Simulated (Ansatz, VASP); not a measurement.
## One calculation of GaP, two programs

```xyz
2
Lattice="0.0000 2.6791 2.6791 2.6791 0.0000 2.6791 2.6791 2.6791 0.0000" Properties=species:S:1:pos:R:3 pbc="T T T"
Ga    0.0000    0.0000    0.0000
P     1.3395    1.3395    1.3395
```

Alike in both runs: task single point; functional PBEsol; k mesh 6 × 6 × 6; no spin polarisation.

```csv
,VASP,Ansatz
version,VASP 6.6.1,Ansatz 0.2.0
potentials or method,"VASP PAW PBE potentials, release 64 (Ga_d, P)","plane waves, PAW"
plane-wave cutoff (eV),520,435
occupations,"gaussian, width 0.01 eV",fixed
valence electrons in the cell,18,18
```

Ansatz gave:

- pressure (GPa): 4.2

What did VASP give for the same quantities?

Pressure (GPa): 4.1.

Caveats: the PAW data sets were made with another functional, which shifts forces and pressure a little (VASP). A k mesh can miss the band edges.
